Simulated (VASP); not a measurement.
Calculation: PBEsol GGA, VASP's PBE PAW potentials (set 64) (plane waves; VASP).

Input for VASP

### POSCAR
```
Li2O
1
    0.0000000000     2.2954004993     2.2954004993
    2.2954004993     0.0000000000     2.2954004993
    2.2954004993     2.2954004993     0.0000000000
Li O
2 1
Direct
  0.2500000000   0.2500000000   0.2500000000
  0.7500000000   0.7500000000   0.7500000000
  1.0000000000   0.0000000000   1.0000000000
```

### INCAR
```
SYSTEM = Li2O
PREC = Accurate
ENCUT = 600
EDIFF = 1E-7
NELM = 100
ALGO = Normal
LREAL = .FALSE.
LASPH = .TRUE.
ISMEAR = 0
SIGMA = 0.05
GGA = PS
LWAVE = .FALSE.
LCHARG = .FALSE.
ISIF = 2
```

**KPOINTS**
```
Regular mesh
0
G
8 8 8
0 0 0
```

POTCAR, in this order: Li_sv O (PBE.64 set). Program: vasp_std.

Output

OSZICAR:
```
       N       E                     dE             d eps       ncg     rms          rms(c)
DAV:   1     0.468526337957E+02    0.46853E+02   -0.69540E+03   580   0.144E+03
DAV:   2    -0.114774219756E+02   -0.58330E+02   -0.54790E+02   676   0.251E+02
DAV:   3    -0.162813116900E+02   -0.48039E+01   -0.47850E+01  1032   0.624E+01
DAV:   4    -0.163666172716E+02   -0.85306E-01   -0.85196E-01   750   0.864E+00
DAV:   5    -0.163676847515E+02   -0.10675E-02   -0.10674E-02   832   0.715E-01    0.701E+00
DAV:   6    -0.148044368923E+02    0.15632E+01   -0.85182E+00   582   0.186E+01    0.281E+00
DAV:   7    -0.147625387953E+02    0.41898E-01   -0.21746E-01   660   0.409E+00    0.145E+00
DAV:   8    -0.147510622583E+02    0.11477E-01   -0.59020E-02   600   0.302E+00    0.325E-01
DAV:   9    -0.147502370998E+02    0.82516E-03   -0.72510E-03   806   0.795E-01    0.108E-01
DAV:  10    -0.147505324745E+02   -0.29537E-03   -0.59490E-04   638   0.248E-01    0.644E-02
DAV:  11    -0.147504938437E+02    0.38631E-04   -0.80002E-05   700   0.118E-01    0.110E-02
DAV:  12    -0.147504936821E+02    0.16168E-06   -0.42981E-06   810   0.248E-02    0.175E-03
DAV:  13    -0.147504938779E+02   -0.19582E-06   -0.65323E-07   666   0.910E-03    0.910E-04
DAV:  14    -0.147504938932E+02   -0.15320E-07   -0.24409E-08   440   0.211E-03
   1 F= -.14750494E+02 E0= -.14750494E+02  d E =-.133658E-28
```

**OUTCAR**
```
------------------------ aborting loop because EDIFF is reached ----------------------------------------
  FORCE on cell =-STRESS in cart. coord.  units (eV):
  Direction    XX          YY          ZZ          XY          YZ          ZX
  --------------------------------------------------------------------------------------
  Total       -0.0848852     -0.0848852     -0.0848852      0.0000000      0.0000000     -0.0000000
  in kB       -5.6225975     -5.6225975     -5.6225975      0.0000000      0.0000000     -0.0000000
  external PRESSURE =      -5.6225975 kB  Pullay stress =       0.0000000 kB
  volume of cell :       24.19
      direct lattice vectors                 reciprocal lattice vectors
     0.000000000  2.295400499  2.295400499    -0.217826911  0.217826911  0.217826911
     2.295400499  0.000000000  2.295400499     0.217826911 -0.217826911  0.217826911
     2.295400499  2.295400499  0.000000000     0.217826911  0.217826911 -0.217826911
 POSITION                                       TOTAL-FORCE (eV/Angst)
 -----------------------------------------------------------------------------------
      1.14770      1.14770      1.14770        -0.000000     -0.000000     -0.000000
      3.44310      3.44310      3.44310         0.000000      0.000000      0.000000
      0.00000      0.00000      0.00000        -0.000000      0.000000     -0.000000
 -----------------------------------------------------------------------------------
    total drift:                                0.000000      0.000000      0.000000
  FREE ENERGIE OF THE ION-ELECTRON SYSTEM (eV)
  ---------------------------------------------------
  free  energy   TOTEN  =       -14.7504938932 eV

  energy  without entropy=      -14.7504938932  energy(sigma->0) =      -14.75049389
```
(Selected blocks of OUTCAR.)

The compound is Li2O in the antifluorite structure. It was relaxed first.
